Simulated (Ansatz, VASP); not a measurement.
# MoS2: VASP beside Ansatz, part 2 of 2

One calculation is typed for both programs; each brings its own data sets and cutoff. How far apart do they land? The cell is generated by rule, not measured, and may not be a known phase. The cell is taken from a series of VASP runs on this material, whose earlier steps may have relaxed, scaled or displaced it; both programs get it as it stands.

VASP 6.6.1 and Ansatz 0.2.0.

So far: Starting point; Ansatz: band structure, PBE, spin-orbit coupling; VASP: band structure, PBE, spin-orbit coupling.

### 3. VASP: band structure, PBE, spin-orbit coupling (continued)

Level of this step: PBE, spin-orbit coupling, no spin polarisation; plane waves and PAW (Mo_sv, S); invented cell (VASP).

Numbers of over 12 decimals in the logs are rounded to 6 here.

Parts of OUTCAR (step 3):

```text
ion  position               nearest neighbor table
   1  0.000  0.000  0.000-   2 2.59   3 2.59   3 2.59   3 2.59   3 2.59   2 2.59   2 2.59   2 2.59

  LATTYP: Found a face centered cubic cell.
 ALAT       =     5.9804200000

 Subroutine GETGRP returns: Found 48 space group operations
 (whereof 48 operations were pure point group operations)

The static configuration has the point symmetry O_h .

 Found     29 irreducible k-points:

   k-points           NKPTS =     29   k-points in BZ     NKDIM =     29   number of bands    NBANDS=     38

   dimension x,y,z NGX =    28 NGY =   28 NGZ =   28
   dimension x,y,z NGXF=    56 NGYF=   56 NGZF=   56

   ENCUT  =  400.0 eV  29.40 Ry    5.42 a.u.   6.90  6.90  6.90*2*pi/ulx,y,z

   NELECT =      26.0000    total number of electrons

 k-points in reciprocal lattice and weights: Automatic mesh
   0.00000000  0.00000000  0.00000000       0.002
   0.12500000  0.00000000  0.00000000       0.016
   0.25000000  0.00000000  0.00000000       0.016
   0.37500000  0.00000000  0.00000000       0.016
   0.50000000  0.00000000  0.00000000       0.008
   0.12500000  0.12500000  0.00000000       0.012
   0.25000000  0.12500000  0.00000000       0.047
   0.37500000  0.12500000  0.00000000       0.047
   0.50000000  0.12500000  0.00000000       0.047
[...]
-0.37500000  0.50000000  0.12500000       0.023
  -0.25000000  0.50000000  0.25000000       0.012

 average (electrostatic) potential at core
       1 -74.3436       2 -84.3564       3 -84.3564

 E-fermi :   7.6213

 k-point     1 :       0.0000    0.0000    0.0000
  band No.  band energies     occupation
    ...
     24       6.9648      1.00000
     25       7.1172      1.00000
     26       7.1172      1.00000
     27       7.1172      1.00000
     28       7.1172      1.00000
     29      11.4484      0.00000
     30      11.4484      0.00000
     31      11.4484      0.00000
     32      11.4484      0.00000
     33      11.5493      0.00000
    ...

 k-point     2 :       0.1250    0.0000    0.0000
  band No.  band energies     occupation
    ...
     20       6.0210      1.00000
     21       6.0669      1.00000
     22       6.0669      1.00000
     23       6.5425      1.00000
     24       6.5425      1.00000
     25       7.6406      0.08639
     26       7.6406      0.08639
     27       7.7163      0.00000
     28       7.7163      0.00000
     29      10.4210      0.00000
    ...

 k-point     3 :       0.2500    0.0000    0.0000
  band No.  band energies     occupation
    ...
     20       5.3108      1.00000
     21       5.3813      1.00000
     22       5.3813      1.00000
     23       5.4409      1.00000
     24       5.4409      1.00000
     25       7.7796      0.00000
     26       7.7796      0.00000
     27       7.8819      0.00000
     28       7.8819      0.00000
     29       9.3774      0.00000
    ...

  Total       -2.2210845     -2.2210845     -2.2210845     -0.0000000     -0.0000000      0.0000000
  in kB      -66.5488560    -66.5488560    -66.5488560     -0.0000000     -0.0000000      0.0000000
  external PRESSURE =     -66.5488560 kB  Pullay stress =       0.0000000 kB

  energy-cutoff  :      400.00
  volume of cell :       53.47
      direct lattice vectors                 reciprocal lattice vectors
     0.000000000  2.990210000  2.990210000    -0.167212336  0.167212336  0.167212336
     2.990210000  0.000000000  2.990210000     0.167212336 -0.167212336  0.167212336
     2.990210000  2.990210000  0.000000000     0.167212336  0.167212336 -0.167212336

 POSITION                                       TOTAL-FORCE (eV/Angst)
 -----------------------------------------------------------------------------------
      0.00000      0.00000      0.00000         0.000000      0.000000      0.000000
      1.49510      1.49510      1.49510        -0.000000     -0.000000     -0.000000
      4.48531      4.48531      4.48531         0.000000      0.000000      0.000000
 -----------------------------------------------------------------------------------
    total drift:                               -0.000000      0.000000      0.000000

  FREE ENERGIE OF THE ION-ELECTRON SYSTEM (eV)
  ---------------------------------------------------
  free  energy   TOTEN  =       -19.6157997731 eV

  energy  without entropy=      -19.6152495273  energy(sigma->0) =      -19.61552465

 Spin-Orbit-Coupling matrix elements
 Ion:    1  E_soc:     -0.2108497
 Ion:    2  E_soc:     -0.0023335
 Ion:    3  E_soc:     -0.0023335

 total charge
# of ion       s       p       d       tot
------------------------------------------
    1        2.249   6.131   3.797  12.176
    2        1.361   2.292   0.000   3.652
    3        1.361   2.292   0.000   3.652
--------------------------------------------------
tot          4.970  10.714   3.797  19.481

 magnetization (x)
# of ion       s       p       d       tot
------------------------------------------
    1        0.000  -0.000   0.000  -0.000
    2        0.000   0.000   0.000   0.000
    3        0.000  -0.000   0.000  -0.000
--------------------------------------------------
tot          0.000  -0.000   0.000   0.000

 magnetization (y)
# of ion       s       p       d       tot
------------------------------------------
    1       -0.000   0.000   0.000  -0.000
    2        0.000  -0.000   0.000  -0.000
    3        0.000   0.000   0.000   0.000
--------------------------------------------------
tot          0.000  -0.000   0.000  -0.000

 magnetization (z)
# of ion       s       p       d       tot
------------------------------------------
    1        0.000   0.000   0.000   0.000
    2        0.000  -0.000   0.000  -0.000
    3       -0.000  -0.000   0.000  -0.000
--------------------------------------------------
tot          0.000  -0.000   0.000  -0.000

[... 3 further parts left out ...]
```

This run has no spin polarisation, so a moment on Mo, if there is one, isn't seen.

### 4. Comparison

Known differences besides the potentials themselves: spin-orbit coupling enters by fully relativistic files in Ansatz and inside the spheres in VASP; the cutoff is 420 eV in Ansatz and 400 eV in VASP. Total energies have different zeros and are not compared.

The two programs side by side:

```tsv
quantity	Ansatz	VASP	difference
pressure (GPa)	-6.42	-6.65	+0.23
```

Levels from 3 eV below to 2 eV above the Fermi level differ by 2 meV r.m.s. and 4 meV at most; each VASP level is matched to the nearest of Ansatz, which flatters the figure a little.

### 5. Outcome

```json
{
 "r.m.s. difference of levels near the Fermi level (band structure, PBE, spin-orbit coupling)": "1.5 meV"
}
```

The r.m.s. difference of levels near the Fermi level is 1.5 meV (band structure, PBE, spin-orbit coupling), within the 80 meV picked in this series as the mark of a large difference. 1 further run of this series is not shown here. Such differences can come from data sets, numerical settings and the points named under the comparisons, not from the functional's error against experiment.

[Lines on the potential files, build, host, timing and source positions are cut from VASP's logs without a mark.]

[Logs are printed without paths, hosts, clocks, repeated set-up lines and the standing remarks that a program may print on its own settings, such as how far it seeks lower states.]

[Hosts, paths, dates, database ids (printed as entryN), source tags and the programs' standing remarks are cut or masked in the printed files.]
